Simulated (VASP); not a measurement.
# In (P6_3/mmc) in VASP: notebook

Runs on In. Level: PBE. Tasks: single point.

All numbers are computed with VASP 6.6.1; they aren't measurements. Logs are shortened: lines on timing, memory, paths and dates and some standing lists are left out, and cuts for length are marked.

**1. The structure**

Symmetry: P6_3/mmc, No. 194, hexagonal system. The conventional cell has a = 3.335 Å, b = 3.335 Å, c = 5.509 Å, α = 90.00°, β = 90.00°, γ = 120.00°. In (site symmetry -6m2) is surrounded by 12 In at 3.34 to 3.36 Å.

This isn't the form of In at room conditions, which is tetragonal.

**2. Single point, PBE**

File INCAR:

```
  PREC = Accurate
  ENCUT = 400
  EDIFF = 1E-5
  ISMEAR = 1
  SIGMA = 0.2
  LREAL = False
  LASPH = True
  NELM = 100
  ALGO = Normal
  ISIF = 2
  LWAVE = False
  LCHARG = False
  GGA = PE
  NBANDS = 20
  ADDGRID = False
```

File KPOINTS:

```
regular mesh
0
Gamma
  8 8 4
```

File POSCAR:

```
In
1.0
    3.3354847820      0.0000000000      0.0000000000
   -1.6677423910      2.8886145552      0.0000000000
    0.0000000000      0.0000000000      5.5091429200
In
2
Direct
    0.6666666667      0.3333333333      0.7500000000
    0.3333333333      0.6666666667      0.2500000000
```

Potentials or basis: VASP PAW PBE potentials, release 64 (In_d).

On the command line:

```
$ cat potpaw_PBE.64/In_d/POTCAR > POTCAR
$ mpirun -np 1 vasp_std > vasp.out
```

OUTCAR:

```text
PREC = Accurate
   ENCUT = 400
   EDIFF = 1E-5
   ISMEAR = 1
   LREAL = False
   LASPH = True
   NELM = 100
   ISIF = 2
   GGA = PE

 Found     30 irreducible k-points:

 Following reciprocal coordinates:
            Coordinates               Weight
  0.000000  0.000000  0.000000      1.000000
  0.125000  0.000000  0.000000      6.000000
  0.250000  0.000000  0.000000      6.000000
  0.375000  0.000000  0.000000      6.000000
  0.500000  0.000000  0.000000      3.000000
  0.125000  0.125000  0.000000      6.000000
   k-points           NKPTS =     30   k-points in BZ     NKDIM =     30   number of bands    NBANDS=     20
   number of dos      NEDOS =    301   number of ions     NIONS =      2
   total plane-waves  NPLWV =  20736
   dimension x,y,z NGX =    24 NGY =   24 NGZ =   36
   dimension x,y,z NGXF=    48 NGYF=   48 NGZF=   72
   ions per type =               2
   NGX,Y,Z   is equivalent  to a cutoff of  11.96, 11.96, 10.86 a.u.
   NGXF,Y,Z  is equivalent  to a cutoff of  23.92, 23.92, 21.73 a.u.
 SYSTEM =  unknown system
   PREC   = accura    normal or accurate (medium, high low for compatibility)
   ISTART =      0    job   : 0-new  1-cont  2-samecut
   ICHARG =      2    charge: 1-file 2-atom 10-const
   ISPIN  =      1    spin polarized calculation?
   LNONCOLLINEAR =      F non collinear calculations
   LSORBIT =      F    spin-orbit coupling
   LASPH  =      T    aspherical Exc in radial PAW
   ENCUT  =  400.0 eV  29.40 Ry    5.42 a.u.   5.44  5.44  8.98*2*pi/ulx,y,z
   NELM   =    100;   NELMIN=  2; NELMDL= -5     # of ELM steps
   EDIFF  = 0.1E-04   stopping-criterion for ELM
   LREAL  =      F    real-space projection
   EDIFFG = 0.1E-03   stopping-criterion for IOM
   NSW    =      0    number of steps for IOM
   IBRION =     -1    ionic relax: 0-MD 1-quasi-New 2-CG
[... 14 lines left out ...]
     AMIX     =   0.40;   BMIX     =  1.00
     AMIX_MAG =   1.60;   BMIX_MAG =  1.00
  volume/ion in A,a.u.               =      26.54       179.10
  Fermi-wavevector in a.u.,A,eV,Ry     =   1.290491  2.438675 22.658704  1.665368
  Thomas-Fermi vector in A             =   2.422320
   LORBIT       =      0    0 simple, 1 ext, 2 COOP (PROOUT), +10 PAW based schemes
   GGA     = PE    functional components
[... 5 lines left out ...]
 non-spin polarized calculation
 Methfessel and Paxton  Order N= 1 SIGMA  =   0.20
  energy-cutoff  :      400.00
  volume of cell :       53.08
 maximum number of plane-waves:       990
 NGX is ok and might be reduce to    24
   NGX = 11   NGY = 11   NGZ = 17

 number of electron      25.9999991 magnetization

 Free energy of the ion-electron system (eV)
  ---------------------------------------------------
  ext. energy  EPLUGINS =         0.00000000
  ---------------------------------------------------
  free energy    TOTEN  =        -5.00975364 eV

  energy without entropy =       -5.00724740  energy(sigma->0) =       -5.00891823

 E-fermi :   7.4390     XC(G=0): -10.1873

 val. band max:        7.2271435575   @ k =   0.2500   0.2500   0.0000
 cond. band min:       7.4588342979   @ k =   0.2500   0.2500   0.5000
 fundamental gap:      0.2316907404
 Fermi energy:         7.4389940578

 k-point     1 :       0.0000    0.0000    0.0000
  band No.  band energies     occupation
      1      -7.3306      2.00000
      2      -7.2776      2.00000
      3      -7.2321      2.00000
      4      -7.2321      2.00000
      5      -7.2056      2.00000
      6      -7.2056      2.00000
[... 12 lines left out ...]
     19      18.2563      0.00000
     20      18.7301      0.00000

 k-point     2 :       0.1250    0.0000    0.0000
  band No.  band energies     occupation
      1      -7.3204      2.00000
      2      -7.2737      2.00000
      3      -7.2197      2.00000
      4      -7.1960      2.00000
      5      -7.1895      2.00000
      6      -7.1726      2.00000
[... 12 lines left out ...]
     19      18.1387      0.00000
     20      19.2210      0.00000

 k-point     3 :       0.2500    0.0000    0.0000
  band No.  band energies     occupation
      1      -7.3685      2.00000
      2      -7.2468      2.00000
      3      -7.2390      2.00000
      4      -7.2059      2.00000
      5      -7.2009      2.00000
      6      -7.1084      2.00000
[... 12 lines left out ...]
     19      17.1170      0.00000
     20      18.6285      0.00000

 k-point     4 :       0.3750    0.0000    0.0000
  band No.  band energies     occupation
      1      -7.4250      2.00000
      2      -7.3148      2.00000
      3      -7.2771      2.00000
      4      -7.2331      2.00000
      5      -7.1422      2.00000
      6      -7.1211      2.00000
[... 12 lines left out ...]
     19      16.0675      0.00000
     20      17.8320      0.00000

 k-point     5 :       0.5000    0.0000    0.0000
  band No.  band energies     occupation
      1      -7.4482      2.00000
      2      -7.3477      2.00000
      3      -7.2916      2.00000
      4      -7.2458      2.00000
      5      -7.1392      2.00000
      6      -7.1163      2.00000
[... 12 lines left out ...]
     19      15.6826      0.00000
     20      17.5340      0.00000

 k-point     6 :       0.1250    0.1250    0.0000
  band No.  band energies     occupation
      1      -7.3031      2.00000
      2      -7.2950      2.00000
      3      -7.2105      2.00000
      4      -7.2000      2.00000
      5      -7.1902      2.00000
      6      -7.1813      2.00000
[... 12 lines left out ...]
     19      17.7570      0.00000
     20      18.1691      0.00000

 [... further k-points ...]

------------------------ aborting loop because EDIFF is reached ----------------------------------------

  FORCE on cell =-STRESS in cart. coord.  units (eV):
  Direction    XX          YY          ZZ          XY          YZ          ZX
  --------------------------------------------------------------------------------------
  -------------------------------------------------------------------------------------
  Total        0.3423183      0.3423183      0.8076988      0.0000000      0.0000000      0.0000000
  in kB       10.3325631     10.3325631     24.3796481      0.0000000      0.0000000      0.0000000
  external PRESSURE =      15.0149248 kB  Pullay stress =       0.0000000 kB

 VOLUME and BASIS-vectors are now :
 -----------------------------------------------------------------------------
  energy-cutoff  :      400.00
  volume of cell :       53.08
      direct lattice vectors                 reciprocal lattice vectors
     3.335484782  0.000000000  0.000000000     0.299806495  0.173093360  0.000000000
    -1.667742391  2.888614555  0.000000000     0.000000000  0.346186721  0.000000000
     0.000000000  0.000000000  5.509142920     0.000000000  0.000000000  0.181516438

 POSITION                                       TOTAL-FORCE (eV/Angst)
 -----------------------------------------------------------------------------------
      1.66774      0.96287      4.13186         0.000000      0.000000      0.000000
     -0.00000      1.92574      1.37729        -0.000000      0.000000      0.000000
 -----------------------------------------------------------------------------------
    total drift:                                0.000000     -0.000000      0.000000

  FREE ENERGIE OF THE ION-ELECTRON SYSTEM (eV)
  ---------------------------------------------------
  free  energy   TOTEN  =        -5.0097536365 eV

  energy  without entropy=       -5.0072474023  energy(sigma->0) =       -5.00891823
```

Run time: 6.8 s. Hardware: 1 thread of Intel Xeon 6975P-C (Granite Rapids), shared host; peak memory 0.15 GiB.

The run converged, but some of its settings lie outside the range that counts as converged, so its numbers aren't taken as properties of the crystal.

What came out:

- Free energy: -5.0098 eV
- Pressure: 1.5 GPa
- Band gap on the k mesh: none (metal or under the smearing width)

**3. Single point, PBE**

INCAR: that of step 2 with these lines changed.

```diff
@@ -2,3 +2,3 @@
   ENCUT = 400
-  EDIFF = 1E-5
+  EDIFF = 1E-6
   ISMEAR = 1
@@ -14,2 +14,2 @@
   NBANDS = 20
-  ADDGRID = False
+  ADDGRID = True
```

KPOINTS is that of step 2.

POSCAR is that of step 2.

Potentials or basis: VASP PAW PBE potentials, release 64 (In_d).

On the command line:

```
$ cat potpaw_PBE.64/In_d/POTCAR > POTCAR
$ mpirun -np 1 vasp_std > vasp.out
```

Run time: 10 s. Hardware: 1 thread of Intel Xeon 6975P-C (Granite Rapids), shared host; peak memory 0.22 GiB.

These settings aren't checked as converged: the numbers below hold their error.

What came out:

* Free energy: -5.0098 eV
* Pressure: 1.5 GPa
* Band gap on the k mesh: none (metal or under the smearing width)

**4. The reference run**

An earlier run on the cell as given: functional PBEsol; potentials or basis VASP PAW PBE potentials, release 64 (In_d); cutoff 520 eV; k mesh 9 × 9 × 5; occupations fermi-dirac, width 0.05 eV; no spin polarisation.

* Pressure: -1.4 GPa
* Band gap on the k mesh: none (metal or under the smearing width)
